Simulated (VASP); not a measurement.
# NaH (Fm-3m) in VASP: notebook

One crystal, NaH, is run at these levels: PBE; tasks: single point.

Everything below comes from runs of VASP 6.6.1. Logs are shortened: lines on timing, memory, paths and dates and some standing lists are left out, and cuts for length are marked.

**1. The structure**

It takes space group Fm-3m (No. 225, cubic). The conventional cell has a = 4.880 Å, b = 4.880 Å, c = 4.880 Å, α = 90.00°, β = 90.00°, γ = 90.00°. Na (site symmetry m-3m) is surrounded by 6 H at 2.44 Å. H (site symmetry m-3m) is surrounded by 6 Na at 2.44 Å.

**2. Single point, PBE**

The input, INCAR:

```
SYSTEM = NaH
PREC = Accurate
ENCUT = 400
EDIFF = 1E-6
ISMEAR = 0
SIGMA = 0.05
LREAL = .False.
LASPH = .True.
NELM = 100
ALGO = Normal
ISIF = 2
LWAVE = .False.
LCHARG = .False.
GGA = PE
NBANDS = 11
ADDGRID = .False.
```

The input, KPOINTS:

```
Automatic mesh
0
Gamma
  7 7 7
  0 0 0
```

The input, POSCAR:

```
NaH
1.0
    0.0000000000      2.4400000000      2.4400000000
    2.4400000000      0.0000000000      2.4400000000
    2.4400000000      2.4400000000      0.0000000000
Na H
1 1
Direct
    0.0000000000      0.0000000000      0.0000000000
    0.5000000000      0.5000000000      0.5000000000
```

Potentials or basis: VASP PAW PBE potentials, release 64 (Na_pv, H).

Command:

```bash
cat potpaw_PBE.64/Na_pv/POTCAR potpaw_PBE.64/H/POTCAR > POTCAR
mpirun -np 1 vasp_std > vasp.out
```

OUTCAR:

```text
SYSTEM = NaH
   PREC = Accurate
   ENCUT = 400
   EDIFF = 1E-6
   ISMEAR = 0
   LREAL = .False.
   LASPH = .True.
   NELM = 100
   ISIF = 2
   GGA = PE

 Found     20 irreducible k-points:

 Following reciprocal coordinates:
            Coordinates               Weight
  0.000000  0.000000  0.000000      1.000000
  0.142857  0.000000  0.000000      8.000000
  0.285714  0.000000  0.000000      8.000000
  0.428571  0.000000  0.000000      8.000000
  0.142857  0.142857  0.000000      6.000000
  0.285714  0.142857  0.000000     24.000000
   k-points           NKPTS =     20   k-points in BZ     NKDIM =     20   number of bands    NBANDS=     11
   number of dos      NEDOS =    301   number of ions     NIONS =      2
   total plane-waves  NPLWV =  13824
   dimension x,y,z NGX =    24 NGY =   24 NGZ =   24
   dimension x,y,z NGXF=    48 NGYF=   48 NGZF=   48
   ions per type =               1   1
   NGX,Y,Z   is equivalent  to a cutoff of  11.56, 11.56, 11.56 a.u.
   NGXF,Y,Z  is equivalent  to a cutoff of  23.13, 23.13, 23.13 a.u.
 SYSTEM =  NaH
   PREC   = accura    normal or accurate (medium, high low for compatibility)
   ISTART =      0    job   : 0-new  1-cont  2-samecut
   ICHARG =      2    charge: 1-file 2-atom 10-const
   ISPIN  =      1    spin polarized calculation?
   LNONCOLLINEAR =      F non collinear calculations
   LSORBIT =      F    spin-orbit coupling
   LASPH  =      T    aspherical Exc in radial PAW
   ENCUT  =  400.0 eV  29.40 Ry    5.42 a.u.   5.63  5.63  5.63*2*pi/ulx,y,z
   NELM   =    100;   NELMIN=  2; NELMDL= -5     # of ELM steps
   EDIFF  = 0.1E-05   stopping-criterion for ELM
   LREAL  =      F    real-space projection
   EDIFFG = 0.1E-04   stopping-criterion for IOM
   NSW    =      0    number of steps for IOM
   IBRION =     -1    ionic relax: 0-MD 1-quasi-New 2-CG
   NFREE  =      0    steps in history (QN), initial steepest desc. (CG)
   ISIF   =      2    stress and relaxation
   ISYM   =      2    0-nonsym 1-usesym 2-fastsym
   POTIM  = 0.5000    time-step for ionic-motion
   TEBEG  =    0.0;   TEEND  =   0.0 temperature during run
   PSTRESS=    0.0 pullay stress
   NELECT =       8.0000    total number of electrons
   NUPDOWN=      -1.0000    fix difference up-down
   EMIN   =  10.00;   EMAX   =-10.00  energy-range for DOS
   EFERMI =   0.00;   METHOD = LEGACY
   ISMEAR =     0;   SIGMA  =   0.05  broadening in eV -4-tet -1-fermi 0-gaus
   EFERMI_NEDOS =   21; number of points for ismear=-14 and -15
   IALGO  =     38    algorithm
   IMIX   =      4    mixing-type and parameters
     AMIX     =   0.40;   BMIX     =  1.00
     AMIX_MAG =   1.60;   BMIX_MAG =  1.00
  volume/ion in A,a.u.               =      14.53        98.03
  Fermi-wavevector in a.u.,A,eV,Ry     =   1.065054  2.012660 15.433636  1.134340
  Thomas-Fermi vector in A             =   2.200593
   LORBIT       =      0    0 simple, 1 ext, 2 COOP (PROOUT), +10 PAW based schemes
   GGA     = PE    functional components
   LHFCALC =     F    Hartree Fock is set to
   AEXX    =    0.0000 exact exchange contribution
   IVDW    =     0    specifies the selected vdW correction
   LEPSILON=     F    determine dielectric tensor
   LRPA    =     F    only Hartree local field effects (RPA)
 non-spin polarized calculation
 Gauss-broadening in eV      SIGMA  =   0.05
  energy-cutoff  :      400.00
  volume of cell :       29.05
 maximum number of plane-waves:       537
   NGX = 11   NGY = 11   NGZ = 11

 number of electron       7.9999989 magnetization

 Free energy of the ion-electron system (eV)
  ---------------------------------------------------
  ext. energy  EPLUGINS =         0.00000000
  ---------------------------------------------------
  free energy    TOTEN  =        -5.08391760 eV

  energy without entropy =       -5.08391760  energy(sigma->0) =       -5.08391760

 E-fermi :  -1.0407     XC(G=0):  -7.6740

 val. band max:       -1.2859088334   @ k =  -0.2857   0.4286   0.1429
 cond. band min:       2.8904767142   @ k =  -0.4286   0.1429   0.0000
 fundamental gap:      4.1763855476
 Fermi energy:        -1.0406783574

 k-point     1 :       0.0000    0.0000    0.0000
  band No.  band energies     occupation
      1     -23.3561      2.00000
      2     -23.3561      2.00000
      3     -23.3561      2.00000
      4      -4.7413      2.00000
      5       8.9602      0.00000
      6      14.1771      0.00000
      7      14.1771      0.00000
      8      14.1771      0.00000
      9      14.9687      0.00000
     10      14.9687      0.00000
     11      14.9687      0.00000

 k-point     2 :       0.1429    0.0000    0.0000
  band No.  band energies     occupation
      1     -23.3722      2.00000
      2     -23.3581      2.00000
      3     -23.3581      2.00000
      4      -4.4005      2.00000
      5       7.8594      0.00000
      6      11.2860      0.00000
      7      13.2301      0.00000
      8      13.2301      0.00000
      9      16.1175      0.00000
     10      16.1176      0.00000
     11      16.2658      0.00000

 k-point     3 :       0.2857    0.0000    0.0000
  band No.  band energies     occupation
      1     -23.4079      2.00000
      2     -23.3625      2.00000
      3     -23.3625      2.00000
      4      -3.4525      2.00000
      5       5.1789      0.00000
      6       9.8960      0.00000
      7      12.4297      0.00000
      8      12.4297      0.00000
      9      15.6926      0.00000
     10      15.6926      0.00000
     11      17.4362      0.00000

 k-point     4 :       0.4286    0.0000    0.0000
  band No.  band energies     occupation
      1     -23.4361      2.00000
      2     -23.3658      2.00000
      3     -23.3658      2.00000
      4      -2.2899      2.00000
      5       2.8956      0.00000
      6       9.4285      0.00000
      7      12.0447      0.00000
      8      12.0447      0.00000
      9      14.9529      0.00000
     10      14.9529      0.00000
     11      17.3905      0.00000

 k-point     5 :       0.1429    0.1429    0.0000
  band No.  band energies     occupation
      1     -23.3718      2.00000
      2     -23.3615      2.00000
      3     -23.3615      2.00000
      4      -4.2903      2.00000
      5       7.7722      0.00000
      6      11.8678      0.00000
      7      11.9124      0.00000
      8      11.9124      0.00000
      9      15.3794      0.00000
     10      16.8724      0.00000
     11      18.2009      0.00000

 k-point     6 :       0.2857    0.1429    0.0000
  band No.  band energies     occupation
      1     -23.3977      2.00000
      2     -23.3668      2.00000
      3     -23.3659      2.00000
      4      -3.5515      2.00000
      5       6.0311      0.00000
      6       9.2205      0.00000
      7      11.1281      0.00000
      8      13.0941      0.00000
      9      14.3385      0.00000
     10      16.7588      0.00000
     11      18.3489      0.00000

 [... further k-points ...]

------------------------ aborting loop because EDIFF is reached ----------------------------------------

  FORCE on cell =-STRESS in cart. coord.  units (eV):
  Direction    XX          YY          ZZ          XY          YZ          ZX
  --------------------------------------------------------------------------------------
  -------------------------------------------------------------------------------------
  Total       -0.2017226     -0.2017226     -0.2017226      0.0000000      0.0000000     -0.0000000
  in kB      -11.1241180    -11.1241180    -11.1241180      0.0000000      0.0000000     -0.0000000
  external PRESSURE =     -11.1241180 kB  Pullay stress =       0.0000000 kB

 VOLUME and BASIS-vectors are now :
 -----------------------------------------------------------------------------
  energy-cutoff  :      400.00
  volume of cell :       29.05
      direct lattice vectors                 reciprocal lattice vectors
     0.000000000  2.440000000  2.440000000    -0.204918033  0.204918033  0.204918033
     2.440000000  0.000000000  2.440000000     0.204918033 -0.204918033  0.204918033
     2.440000000  2.440000000  0.000000000     0.204918033  0.204918033 -0.204918033

 POSITION                                       TOTAL-FORCE (eV/Angst)
 -----------------------------------------------------------------------------------
      0.00000      0.00000      0.00000         0.000000      0.000000      0.000000
      2.44000      2.44000      2.44000        -0.000000     -0.000000      0.000000
 -----------------------------------------------------------------------------------
    total drift:                                0.000000     -0.000000     -0.000000

  FREE ENERGIE OF THE ION-ELECTRON SYSTEM (eV)
  ---------------------------------------------------
  free  energy   TOTEN  =        -5.0839176041 eV

  energy  without entropy=       -5.0839176041  energy(sigma->0) =       -5.08391760
```

Run time: 3.6 s. Hardware: 1 thread of Intel Xeon Platinum 8259CL at 2.50GHz (Skylake/Cascade Lake), shared host; peak memory 0.13 GiB.

The run converged, but some of its settings lie outside the range that counts as converged, so its numbers aren't taken as properties of the crystal.

What came out:

* Free energy: -5.0839 eV
* Pressure: -1.1 GPa
* Band gap on the k mesh: 4.18 eV, indirect (least direct gap 4.79 eV)

Caveat: an odd mesh through Γ misses points on the zone boundary, where band edges often lie.

**3. Single point, PBE**

INCAR is that of step 2.

KPOINTS is that of step 2.

The input, POSCAR:

```
NaH
1.0
    0.0000000000      2.4400000000      2.4400000000
    2.4400000000      0.0000000000      2.4400000000
    2.4400000000      2.4400000000      0.0000000000
Na H
1 1
Direct
   -0.0187210000      0.0228060000      0.0160610000
    0.4668300000      0.5164870000      0.5214060000
```

Potentials or basis: VASP PAW PBE potentials, release 64 (Na_pv, H).

Command:

```bash
cat potpaw_PBE.64/Na_pv/POTCAR potpaw_PBE.64/H/POTCAR > POTCAR
mpirun -np 1 vasp_std > vasp.out
```

It took 19 s on 1 thread of Intel Xeon Platinum 8259CL at 2.50GHz (Skylake/Cascade Lake), shared host; peak memory 0.15 GiB.

The run converged, but some of its settings lie outside the range that counts as converged, so its numbers aren't taken as properties of the crystal.

What came out:

```
Free energy            : -5.0827 eV
Pressure               : -1.1 GPa
Largest force          : 0.043 eV/Å
Band gap on the k mesh : 4.17 eV, indirect (least direct gap 4.79 eV)
```

Caveat: an odd mesh through Γ misses points on the zone boundary, where band edges often lie.
